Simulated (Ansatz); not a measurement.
One structure type, several compounds

These are results of DFT, PBE, all-electron LAPW, scalar-relativistic (Ansatz 0.2.0), not measurements.

All compounds have space group Fm-3m with 1 atom in the primitive cell. V0, B0 and B0′ come from third-order Birch–Murnaghan fits to pressures at five volumes, with shape and internal coordinates held; prototypes and MP cells needn't be known phases. No run is spin-polarised.

Spin–orbit coupling is left out, though it moves levels of the heavy atoms by tenths of an eV or more.

La: La 4a (0.000 0.000 0.000); COD 9008472, reported; 11×11×11 mesh, smearing 0.05 eV; no spin
Cu: Cu 4a (0.000 0.000 0.000); fcc type, relaxed by us; 20×20×20 mesh, smearing 0.03 eV; no spin
Ti: Ti 4a (0.000 0.000 0.000); COD 1534878, reported; 15×15×15 mesh, smearing 0.05 eV; no spin
Se: Se 4a (0.000 0.000 0.000); fcc type, relaxed by us; 16×16×16 mesh, smearing 0.03 eV; no spin
Ge: Ge 4a (0.000 0.000 0.000); fcc type, relaxed by us; 16×16×16 mesh, smearing 0.08 eV; no spin
Tl: Tl 4a (0.000 0.000 0.000); fcc type, relaxed by us; 14×14×14 mesh, smearing 0.08 eV; no spin

| compound | V0 (Å³/atom) | B0 (GPa) | B0′ |
| --- | --- | --- | --- |
| La | 37.00 | 27 | 3.2 |
| Cu | ? | 141 | 5.1 |
| Ti | 17.39 | 108 | 3.3 |
| Se | 20.32 | ? | 4.8 |
| Ge | 19.58 | ? | 4.3 |
| Tl | 31.19 | 27 | 5.4 |

(1) Give the missing entry: row "Se", column "B0 (GPa)".

(2) Give the missing entry: row "Cu", column "V0 (Å³/atom)".

(3) What belongs in the row "Ge", column "B0 (GPa)"?

Answers

(1) 70.

(2) 11.95.

(3) 64.
